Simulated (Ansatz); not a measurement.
Crystal: SnTe.

```xyz
2
Lattice="3.9047 0.0000 0.0000 0.0000 3.9047 0.0000 0.0000 0.0000 3.9047" Properties=species:S:1:pos:R:3 pbc="T T T"
Te    1.9524    1.9524    1.9524
Sn    0.0000    0.0000    0.0000
```

Measurements of this composition are mostly on another form, of space group No. 225.

| Property | Result |
| --- | --- |
| Program | Ansatz 0.2.0 |
| Task | single point |
| Functional | PBE |
| Potentials or basis | Ansatz PAW |
| Cutoff | 420 eV (not typed: the program's choice for these potentials) |
| k mesh | 7 × 7 × 7 |
| Occupations | fermi-dirac, width 0.05 eV |
| Spin | no spin polarisation |

On this cell: pressure -1.0 GPa; largest force zero by symmetry; band gap on the k mesh none (metal or under the smearing width).

The same run follows on a disturbed copy (atoms moved at random, drawn with an rms of 0.05 Å):

```
Te Sn
1.0
     3.90470    0.00000    0.00000
     0.00000    3.90470    0.00000
     0.00000    0.00000    3.90470
Te Sn
1 1
Direct
  0.48711 0.50165 0.49645
  0.01226 0.00751 0.00919
```

**Question.** What changes?

**Answer.** The energy (extrapolated to zero smearing) moves by -1.6 meV/atom; pressure -0.8 GPa; largest force 0.054 eV/Å; band gap on the k mesh none (metal or under the smearing width).

Forces in eV/Å, atoms in the order of the input:
```
Te  -0.049 -0.010 -0.022
Sn   0.049  0.010  0.022
```

Stress tensor (GPa, compression positive):
```
-0.86  0.04  0.07
 0.04 -0.83  0.02
 0.07  0.02 -0.84
```

The energy falls, though the first cell shows no forces: that form is unstable against this distortion, unless noise or another electronic state is at work.
